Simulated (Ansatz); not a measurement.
# Convergence of a linear-scaling basis for twisted silicene bilayer, 87.80° (52 atoms)

Wanted: errors and times of a linear-scaling basis for twisted silicene bilayer, 87.80° (52 atoms). A setting counts as converged where the r.m.s. difference of forces stays under 1 % of the r.m.s. force.

Method: Kohn-Sham DFT, PBE+D4, PAW (set soft_2), plane waves, in Ansatz 0.2.0.

## 1. The starting structure

The cell holds 52 atoms: 52 Si. Cell: a = 13.917 Å, b = 13.917 Å, c = 18.140 Å, α = 90.0°, β = 90.0°, γ = 120.0°. It derives from Si (silicene). Silicene (a = 3.86 Å) under silicene (a = 3.86 Å), bilayer, commensurate cell of 13 unit cells a layer, twist 87.80 deg; facing planes 3.26 Å apart; 14 Å of vacuum; layers as built, displaced by a Gaussian of 0.01 Å. Regions: layer 1, 26 atoms (26 Si); layer 2, 26 atoms (26 Si). Vacuum lies along c.

Limits known from the start: One k-point is far too coarse for the carbon or group-IV sheet, and it can put spurious forces of up to about 1 eV/Å on the sheet's atoms. Beside vacuum, support functions can miss their usual error bounds without a warning. The Brillouin zone is sampled at Γ only, in a cell whose shortest periodic width is 12 Å.

## 2. Plane-wave single point

This run is the reference for what follows, at a cutoff of 420 eV.

Input file input.yaml:

```yaml
crystal:
  lattice:
    - [13.9174, 0.0, 0.0]
    - [-6.9587, 12.05282, 0.0]
    - [0.0, 0.0, 18.14]
  atoms:
    - { symbol: Si, position: [0.12769, 0.1785, 0.40975] }
    - { symbol: Si, position: [0.17861, 0.05032, 0.38662] }
    - { symbol: Si, position: [0.2054, 0.48788, 0.40989] }
    - { symbol: Si, position: [0.25591, 0.35772, 0.385] }
    - { symbol: Si, position: [0.28195, 0.79325, 0.41056] }
    - { symbol: Si, position: [0.33273, 0.66615, 0.38513] }
    - { symbol: Si, position: [0.35922, 0.10249, 0.40931] }
    - { symbol: Si, position: [0.40921, 0.97458, 0.38654] }
    - { symbol: Si, position: [0.43669, 0.41053, 0.41062] }
    - { symbol: Si, position: [0.48667, 0.28359, 0.38585] }
    - { symbol: Si, position: [0.5132, 0.71753, 0.4106] }
    - { symbol: Si, position: [0.5643, 0.58899, 0.38673] }
    - { symbol: Si, position: [0.59105, 0.02664, 0.40987] }
    - { symbol: Si, position: [0.64048, 0.89676, 0.38731] }
    - { symbol: Si, position: [0.66767, 0.33449, 0.41003] }
    - { symbol: Si, position: [0.71787, 0.20521, 0.38665] }
    - { symbol: Si, position: [0.74502, 0.64089, 0.41043] }
    - { symbol: Si, position: [0.79461, 0.51244, 0.3865] }
    - { symbol: Si, position: [0.82084, 0.94955, 0.41016] }
    - { symbol: Si, position: [0.8736, 0.82188, 0.38622] }
    - { symbol: Si, position: [0.89785, 0.25696, 0.41033] }
    - { symbol: Si, position: [0.94869, 0.12798, 0.38632] }
    - { symbol: Si, position: [0.97468, 0.56452, 0.41055] }
    - { symbol: Si, position: [0.02421, 0.4347, 0.3853] }
    - { symbol: Si, position: [0.05127, 0.87173, 0.41117] }
    - { symbol: Si, position: [0.10297, 0.7441, 0.38569] }
    - { symbol: Si, position: [0.87139, 0.68208, 0.61435] }
    - { symbol: Si, position: [0.8209, 0.50453, 0.59031] }
    - { symbol: Si, position: [0.94934, 0.45161, 0.61432] }
    - { symbol: Si, position: [0.8978, 0.27307, 0.59018] }
    - { symbol: Si, position: [0.17941, 0.7591, 0.61487] }
    - { symbol: Si, position: [0.12731, 0.57969, 0.58981] }
    - { symbol: Si, position: [0.79464, 0.91408, 0.61517] }
    - { symbol: Si, position: [0.74273, 0.73267, 0.58998] }
    - { symbol: Si, position: [0.02531, 0.22166, 0.61406] }
    - { symbol: Si, position: [0.97353, 0.04106, 0.59003] }
    - { symbol: Si, position: [0.25492, 0.52849, 0.61389] }
    - { symbol: Si, position: [0.20509, 0.34947, 0.59003] }
    - { symbol: Si, position: [0.48481, 0.83551, 0.61383] }
    - { symbol: Si, position: [0.4351, 0.65656, 0.59005] }
    - { symbol: Si, position: [0.1021, 0.99101, 0.61288] }
    - { symbol: Si, position: [0.05095, 0.81138, 0.58951] }
    - { symbol: Si, position: [0.3307, 0.29704, 0.6138] }
    - { symbol: Si, position: [0.28213, 0.11966, 0.58973] }
    - { symbol: Si, position: [0.56577, 0.60719, 0.61425] }
    - { symbol: Si, position: [0.51219, 0.42604, 0.58972] }
    - { symbol: Si, position: [0.41092, 0.06679, 0.61355] }
    - { symbol: Si, position: [0.35826, 0.88716, 0.59042] }
    - { symbol: Si, position: [0.6411, 0.37476, 0.61366] }
    - { symbol: Si, position: [0.59128, 0.19597, 0.59017] }
    - { symbol: Si, position: [0.7157, 0.14301, 0.61486] }
    - { symbol: Si, position: [0.66621, 0.96478, 0.58937] }
kpoints:
  mp_grid: { grid: [1, 1, 1] }
hamiltonian:
  xc: pbe
  dispersion: d4
scf:
  occupations: { method: fermi_dirac, width: 0.025 }
output:
  forces: true
  populations: true
  dos:
    method: { smearing: { sigma: 0.15 } }
    de: 0.1
    projected:
      site_lists:
        Si: [Si]
        layer_1: [0, 1, 2, 3, 4, 5, 6, 7, 8, 9, 10, 11, 12, 13, 14, 15, 16, 17, 18, 19, 20, 21, 22, 23, 24, 25]
        layer_2: [26, 27, 28, 29, 30, 31, 32, 33, 34, 35, 36, 37, 38, 39, 40, 41, 42, 43, 44, 45, 46, 47, 48, 49, 50, 51]
  eigenvalues: true
  write_density: true
  write_potential: true
  volumetric_format: npy
  elf: true
```

On the command line:

```
$ ansatz run input.yaml --threads 4 --pin off --max-ram 8192MiB --backend cpu --events-out ev --progress --plain --runs-dir out
```

What it wrote:

```text
Engine: ansatz 0.2.0, aarch64-unknown-linux-gnu
Pseudopotentials: kind: paw
Pseudopotential: Si, paw, valence charge 4, recommended cutoff 420 eV (normal), Si.paw.azcp
Functional definition: PBE
  parameter kappa = 0.804
  parameter beta = 0.066725
  exchange = pbe_x(kappa = kappa, mu = beta*pi^2/3)
  correlation = pbe_c(beta = beta)
Crystal: 52 atoms, lattice volume = 3042.875 Å³
Basis set: ecut = 420 eV, 59527 PW (Γ), exchange–correlation on 192×192×250 points (8 copies of the dense FFT grid, shifted against one another)
Bands: 156, of which v1, the nominal top of the filled ones, is band 104 counted from 1 (103 counted from 0)
Symmetry: 1 space group operations
Space group: P1 (ITA 1), of the structure as read, at distance tolerance 1.4e-4 Å
k-points: 1
Non-local potential: Si, projectors of the file, l = 0: 2, l = 1: 2, l = 2: 2
PAW form: soft (Blöchl's): semilocal exchange-correlation on the pseudo side does not see the compensation charge
PAW one-centre angular grid: Si, 110 points (default); XC on 64 Gauss nodes
Initial density: superposition of atomic densities (neutral atoms: chi_scale 0, normalization atom), corrected by the library's trained network
Initial wavefunctions: pseudopotential atomic-orbital guess
Functional: x = pbe(κ = 0.804, μ = 0.219515), c = pbe(β = 0.066725)
SCF iter   1: F=—  HF=-33045.021952 eV  |F-HF|=—  |Δ(HF+E_count)|=         —  Δρ=1.94e-3  dr2=4.72e-1  ethr=1.77e-3  ⟨swp⟩=8.0  Hψ=871  notcnv=0  defer=22
preconditioner: auto → LDOS  [metal: Δε(μ)=0.041 eV  Ē_g=7.020 eV  σ=0.025 eV  W_gap=0.39  n_scr=286 (ndim 8)  ℏωp=9.7 eV  f_vac=0.528  D(μ)=33.94/eV (n_scr^D=134)  β→1.0]
SCF iter   2: F=—  HF=-33044.996499 eV  |F-HF|=—  |Δ(HF+E_count)|=   2.55e-2  Δρ=1.07e-3  dr2=9.79e-2  ethr=2.27e-4  ⟨swp⟩=4.0  Hψ=307  notcnv=0  defer=40
SCF iter   3: F=—  HF=-33044.986578 eV  |F-HF|=—  |Δ(HF+E_count)|=   9.92e-3  Δρ=3.76e-4  dr2=1.70e-2  ethr=4.71e-5  ⟨swp⟩=3.0  Hψ=216  notcnv=0  defer=40
SCF iter   4: F=—  HF=-33044.984740 eV  |F-HF|=—  |Δ(HF+E_count)|=   1.84e-3  Δρ=1.68e-4  dr2=4.38e-3  ethr=8.18e-6  ⟨swp⟩=2.0  Hψ=189  notcnv=0  defer=40
SCF iter   5: F=—  HF=-33044.984287 eV  |F-HF|=—  |Δ(HF+E_count)|=   4.52e-4  Δρ=8.73e-5  dr2=8.27e-4  ethr=2.11e-6  ⟨swp⟩=2.0  Hψ=182  notcnv=0  defer=40
SCF iter   6: F=—  HF=-33044.984222 eV  |F-HF|=—  |Δ(HF+E_count)|=   6.51e-5  Δρ=4.67e-5  dr2=2.33e-4  ethr=3.98e-7  ⟨swp⟩=2.0  Hψ=221  notcnv=0  defer=40
SCF iter   7: F=—  HF=-33044.984206 eV  |F-HF|=—  |Δ(HF+E_count)|=   1.61e-5  Δρ=2.73e-5  dr2=9.21e-5  ethr=1.12e-7  ⟨swp⟩=2.0  Hψ=191  notcnv=0  defer=40
SCF iter   8: F=—  HF=-33044.984395 eV  |F-HF|=—  |Δ(HF+E_count)|=   1.88e-4  Δρ=1.44e-5  dr2=2.53e-5  ethr=4.43e-8  ⟨swp⟩=2.0  Hψ=202  notcnv=0  defer=40
SCF iter   9: F=—  HF=-33044.984392 eV  |F-HF|=—  |Δ(HF+E_count)|=   2.17e-6  Δρ=7.28e-6  dr2=6.80e-6  ethr=1.22e-8  ⟨swp⟩=2.0  Hψ=193  notcnv=0  defer=40
SCF iter  10: F=—  HF=-33044.984392 eV  |F-HF|=—  |Δ(HF+E_count)|=   3.46e-8  Δρ=3.50e-6  dr2=1.29e-6  ethr=3.27e-9  ⟨swp⟩=2.0  Hψ=195  notcnv=0  defer=40
SCF iter  11: F=—  HF=-33044.984392 eV  |F-HF|=—  |Δ(HF+E_count)|=   9.67e-8  Δρ=1.57e-6  dr2=4.50e-7  ethr=6.22e-10  ⟨swp⟩=2.0  Hψ=183  notcnv=0  defer=40
SCF iter  12: F=-33044.984392 eV  HF=-33044.984392 eV  |F-HF|=6.63e-9  |Δ(HF+E_count)|=   7.91e-9  Δρ=7.61e-7  dr2=6.00e-8  ethr=4.81e-11  ⟨swp⟩=18.0  Hψ=1600  notcnv=0
SCF 1 converged in 12 iterations: F = -33044.984392 eV  dr2 = 6.00e-8
  greatest PAW one-centre occupation: 0.649 electrons in one spin orbital (limit 2), on the Si atom at site 17 (counted from 0), in its partial waves of l = 0
SCF converged after 12 iterations
Free energy (F): -33044.984392 eV
Harris-Foulkes:  -33044.984392 eV  (|F-HF|=6.63e-9)
Internal energy: -33044.919944 eV  (E = F + TS)
E sigma→0 (E₀):  -33044.952168 eV
Entropy (-TS):   -0.064449 eV (-1.239 meV/atom)
Fermi energy:    -0.823528 eV
--- Per-component energies (eV) ---
  E_band       = -1214.527744
  E_kinetic    = 2029.268840
  E_local      = -29760.754573  (includes V_loc(G=0)·N_el)
  E_nonlocal   = 1356.418748
  E_hartree    = 13827.296848
  E_xc         = -2826.571191
  E_vxc        = -2370.580992  (∫ρ·V_xc dr)
  E_paw        = -26659.386999  (= ΣΔE_a)
  E_vpaw       = -123.468007  (= ΣTr[D̂ρ^β])
  E_aug_tail   = 0.000330  (compensation charges beyond the density's cutoff)
  E_ewald      = 9004.410230
  E_disp       = -15.602177  (pairwise vdW)
  E_smearing   = -0.064449  (= −TS)
  E_closure    = 0.000000  (closes the sum)
  Σ components = -33044.984392   (vs F -33044.984392, Δ=0.00e0)
--- Forces (eV/Å), atoms counted from 1 ---
  atom   1  Si     0.07399291    -0.00662139     0.39010107
  atom   2  Si     0.09856002     0.23933621    -0.02403340
  atom   3  Si    -0.35146039    -0.43762335     0.41658853
  atom   4  Si     0.13277978     0.16907369     0.09108682
  atom   5  Si     0.06520614     0.09865551     0.54219184
  atom   6  Si     0.07855755     0.22891524     0.01322325
  atom   7  Si    -0.32216733     0.46859376     0.55528077
  atom   8  Si     0.67493834    -0.12657611     0.10049027
  atom   9  Si    -0.38289480     0.08365679     0.62126015
  atom  10  Si     0.43074988    -0.41559852    -0.00886502
  atom  11  Si    -0.02649018    -0.07241789     0.54895752
  atom  12  Si     0.20431935     0.16855343    -0.19881537
  atom  13  Si    -0.49919418    -0.20302866     0.40132238
  atom  14  Si     0.03375355    -0.12104296     0.01674449
[...]
atom  51  Si     0.61472775    -0.03394446     0.10548407
  atom  52  Si    -0.28330776     0.02474030    -0.42703052
  max |Σ_I F_I| component: 4.83e-5 eV/Å
--- Band table (eV) ---
  k-point 0: bands = ["-12.1855", "-11.8242", "-11.3291", "-11.3140", [... 140 levels ...], "1.8002", "1.8067", "1.8183", "1.8440", "1.8940", "2.0037", "2.0278", "2.0628", "2.0833", "2.1413", "2.1729", "2.1833"]
--- Löwdin populations: 52 sites ---
  site symbol       q [e]
     0     Si      3.9622
     1     Si      3.9434
     2     Si      3.9414
[...]
51     Si      3.9536
  spilling = 0.012593 (of n_electrons = 208.000000)
```

It took 21 s on 4 threads of Arm Neoverse V2, shared host; peak memory 2.1 GiB.

The column dr2 measures how far the density is from self-consistency, as an energy; F and HF (Harris–Foulkes) agree once it is small.

Numbers from this run:

```yaml
free_energy: -33044.9844 eV
free_energy_per_atom: -635.4805 eV/atom
scf_cycles: 12
r_m_s_force_component: 0.3019 eV/Å
longest_force: 0.841 eV/Å
fermi_energy: -0.8235 eV
levels_partly_filled_by_over_2_per_cent: 2
potential_in_mid_vacuum_over_the_fermi_level: 4.628 eV
potential_4p5_a_over_the_upper_face: 4.628 eV
potential_4p5_a_under_the_lower_face: 4.628 eV
spilling_of_the_projection: 0.01259
```

The r.m.s. force component of 0.30 eV/Å sets the scale for the differences below.

## 3. Support functions medium

The cell is solved in localised support functions.

This step: Kohn-Sham DFT, PBE+D4, PAW (set soft_2), localised support functions (medium) (Ansatz 0.2.0).

input.yaml, the sections that differ from step 2:

```yaml
scf:
  occupations: { method: fermi_dirac, width: 0.025 }
  eigensolver: { kind: { support_functions: { accuracy: medium } } }
  mixing: { beta: 0.4 }
  max_iter: 150
output:
  forces: true
  eigenvalues: true
# crystal, kpoints, hamiltonian: as in step 2
```

What it wrote:

```text
Warning: scf.eigensolver.kind.support_functions: disabling space-group detection — the functions' gradient is summed over unrotated k-points, so no spatial operation reduces the k-mesh or symmetrises the density; time reversal is kept, so that k and −k are solved as one point where they differ and the mesh holds both, and exact exchange and, on two spinor components, a DFT+U term hold to it where the run has them: [...]
settings of this run that can trade accuracy for cost: scf.eigensolver.kind.support_functions [...]
[...]
Crystal: 52 atoms, lattice volume = 3042.875 Å³
Basis set: ecut = 420 eV, 59527 PW (Γ), exchange–correlation on 192×192×250 points (8 copies of the dense FFT grid, shifted against one another)
Bands: 125, of which v1, the nominal top of the filled ones, is band 104 counted from 1 (103 counted from 0)
Symmetry: 1 space group operations
k-points: 1
[...]
SCF iter   1: F=—  HF=-33034.835961 eV  |F-HF|=—  |Δ(HF+E_count)|=         —  Δρ=2.05e-2  dr2=1.35e1  ethr=1.00e-1
[...]
SCF iter  21: F=—  HF=-33044.995192 eV  |F-HF|=—  |Δ(HF+E_count)|=   4.40e-5  Δρ=5.30e-8  dr2=2.90e-10  ethr=1.00e-12  κ⁻¹=5.0e-6(r=7)
SCF iter  22: F=-33044.995231 eV  HF=-33044.995231 eV  |F-HF|=3.67e-8  |Δ(HF+E_count)|=   3.93e-5  Δρ=3.76e-8  dr2=1.25e-10  ethr=1.00e-12
SCF 1 converged in 22 iterations: F = -33044.996274 eV  dr2 = 1.25e-10
[...]
SCF converged after 22 iterations
Stability not checked: this state was not tested for a lower state beside it, because the mixer in use, unlike msr1, does not test its closes by its own steps (another_mixer; see scf.mixing.algorithm and scf.lower_state_search)
Free energy (F): -33044.996274 eV
[...]
Internal energy: -33044.931825 eV  (E = F + TS)
E sigma→0 (E₀):  -33044.964049 eV
Entropy (-TS):   -0.064449 eV (-1.239 meV/atom)
Fermi energy:    -0.823574 eV
[...]
Σ components = -33044.996274   (vs F -33044.996274, Δ=0.00e0)
--- Forces (eV/Å), atoms counted from 1 ---
  atom   1  Si     0.07393993    -0.00664514     0.38987886
  atom   2  Si     0.09855387     0.23939006    -0.02375868
  atom   3  Si    -0.35146628    -0.43750025     0.41630592
  atom   4  Si     0.13281047     0.16899124     0.09146120
[...]
atom  52  Si    -0.28327997     0.02467692    -0.42682642
  max |Σ_I F_I| component: 3.91e-4 eV/Å
--- Band table (eV) ---
[...]
```

Elapsed: 98 s, on 4 threads; peak memory 3.2 GiB.

The program notes that the band table was not solved further than the SCF left it and it switched symmetry off. Further notices: vacuum switching off with vacuum.

Keys that differ from the reference: support_functions.accuracy = "medium", scf.max_iter = 150 and scf.mixing.beta = 0.4.

Forces differ from the reference by 0.15 meV/Å r.m.s., 0.050 % of their size, well within a tolerance of 1 %; the energy by -0.23 meV/atom. It took roughly 4.6 times the reference's time (one timing each, with unlike analyses asked), in 22 cycles against 12.

## 4. Support functions low

The cell is solved in localised support functions.

This step: Kohn-Sham DFT, PBE+D4, PAW (set soft_2), localised support functions (low) (Ansatz 0.2.0).

input.yaml, the sections that differ from step 3:

```yaml
scf:
  occupations: { method: fermi_dirac, width: 0.025 }
  eigensolver: { kind: { support_functions: { accuracy: low } } }
  mixing: { beta: 0.4 }
  max_iter: 150
# crystal, kpoints, hamiltonian, output: as in step 3
```

What it wrote:

```text
[...]
Crystal: 52 atoms, lattice volume = 3042.875 Å³
Basis set: ecut = 420 eV, 59527 PW (Γ), exchange–correlation on 192×192×250 points (8 copies of the dense FFT grid, shifted against one another)
Bands: 125, of which v1, the nominal top of the filled ones, is band 104 counted from 1 (103 counted from 0)
Symmetry: 1 space group operations
k-points: 1
[...]
SCF iter   1: F=—  HF=-33034.986055 eV  |F-HF|=—  |Δ(HF+E_count)|=         —  Δρ=2.05e-2  dr2=1.35e1  ethr=1.00e-1
[...]
SCF iter  12: F=—  HF=-33044.992266 eV  |F-HF|=—  |Δ(HF+E_count)|=   1.46e-3  Δρ=1.80e-5  dr2=4.42e-5  ethr=8.28e-8  κ⁻¹=5.3e-6(r=7)
SCF iter  13: F=-33044.994645 eV  HF=-33044.993698 eV  |F-HF|=9.48e-4  |Δ(HF+E_count)|=   1.43e-3  Δρ=9.86e-6  dr2=8.29e-6  ethr=2.12e-8
SCF 1 converged in 13 iterations: F = -33044.996240 eV  dr2 = 8.29e-6
[...]
SCF converged after 13 iterations
[...]
Free energy (F): -33044.996240 eV
[...]
Internal energy: -33044.931796 eV  (E = F + TS)
E sigma→0 (E₀):  -33044.964018 eV
Entropy (-TS):   -0.064444 eV (-1.239 meV/atom)
Fermi energy:    -0.823299 eV
[...]
Σ components = -33044.996240   (vs F -33044.996240, Δ=0.00e0)
--- Forces (eV/Å), atoms counted from 1 ---
  atom   1  Si     0.07393708    -0.00663674     0.38971378
  atom   2  Si     0.09857429     0.23936335    -0.02395141
  atom   3  Si    -0.35148690    -0.43750565     0.41610924
  atom   4  Si     0.13279402     0.16896880     0.09132154
[...]
atom  52  Si    -0.28326741     0.02465041    -0.42667759
  max |Σ_I F_I| component: 1.87e-4 eV/Å
--- Band table (eV) ---
[...]
```

Wall time 61 s (4 threads); peak memory 3.1 GiB; 4 min of CPU time.

Keys that differ from the reference: support_functions.accuracy = "low", scf.max_iter = 150 and scf.mixing.beta = 0.4.

Forces differ from the reference by 0.17 meV/Å r.m.s., 0.055 % of their size, well within a tolerance of 1 %; the energy by -0.23 meV/atom. It took roughly 2.9 times the reference's time (one timing each, with unlike analyses asked), in 13 cycles against 12.

## 5. Support functions high

The cell is solved in localised support functions.

This step: Kohn-Sham DFT, PBE+D4, PAW (set soft_2), localised support functions (high) (Ansatz 0.2.0).

input.yaml, the sections that differ from step 4:

```yaml
scf:
  occupations: { method: fermi_dirac, width: 0.025 }
  eigensolver: { kind: { support_functions: { accuracy: high } } }
  mixing: { beta: 0.4 }
  max_iter: 150
# crystal, kpoints, hamiltonian, output: as in step 4
```

What it wrote:

```text
[...]
Crystal: 52 atoms, lattice volume = 3042.875 Å³
Basis set: ecut = 420 eV, 59527 PW (Γ), exchange–correlation on 192×192×250 points (8 copies of the dense FFT grid, shifted against one another)
Bands: 125, of which v1, the nominal top of the filled ones, is band 104 counted from 1 (103 counted from 0)
Symmetry: 1 space group operations
k-points: 1
[...]
SCF iter   1: F=—  HF=-33035.358118 eV  |F-HF|=—  |Δ(HF+E_count)|=         —  Δρ=2.06e-2  dr2=1.39e1  ethr=1.00e-1
[...]
SCF iter  21: F=—  HF=-33044.999648 eV  |F-HF|=—  |Δ(HF+E_count)|=   4.85e-6  Δρ=8.37e-8  dr2=9.49e-10  ethr=1.00e-12  κ⁻¹=1.1e-5(r=7)
SCF iter  22: F=-33044.999652 eV  HF=-33044.999652 eV  |F-HF|=1.47e-7  |Δ(HF+E_count)|=   4.30e-6  Δρ=3.96e-8  dr2=2.45e-10  ethr=1.00e-12
SCF 1 converged in 22 iterations: F = -33044.999765 eV  dr2 = 2.45e-10
[...]
SCF converged after 22 iterations
[...]
Free energy (F): -33044.999765 eV
[...]
Internal energy: -33044.935318 eV  (E = F + TS)
E sigma→0 (E₀):  -33044.967542 eV
Entropy (-TS):   -0.064448 eV (-1.239 meV/atom)
Fermi energy:    -0.823571 eV
[...]
Σ components = -33044.999765   (vs F -33044.999765, Δ=0.00e0)
--- Forces (eV/Å), atoms counted from 1 ---
  atom   1  Si     0.07401954    -0.00659533     0.38993301
  atom   2  Si     0.09858441     0.23932737    -0.02387097
  atom   3  Si    -0.35149324    -0.43758882     0.41640010
  atom   4  Si     0.13279202     0.16901660     0.09127170
[...]
atom  52  Si    -0.28327915     0.02476122    -0.42686313
  max |Σ_I F_I| component: 3.49e-5 eV/Å
--- Band table (eV) ---
[...]
```

Run time: 4.6 min. Hardware: 4 threads; peak memory 5.5 GiB; 18 min of CPU time.

Keys that differ from the reference: support_functions.accuracy = "high", scf.max_iter = 150 and scf.mixing.beta = 0.4.

Forces differ from the reference by 0.094 meV/Å r.m.s., 0.031 % of their size, well within a tolerance of 1 %; the energy by -0.30 meV/atom. It took roughly 13 times the reference's time (one timing each, with unlike analyses asked), in 22 cycles against 12.

(Continued in part 2 of 3.)

[Long decimals in the printed logs are rounded to 6 places.]

[Logs are printed without paths, hosts, clocks, repeated set-up lines and the standing remarks that a program may print on its own settings, such as how far it seeks lower states.]

[Hosts, paths, dates, database ids (printed as entryN), source tags and the programs' standing remarks are cut or masked in the printed files.]
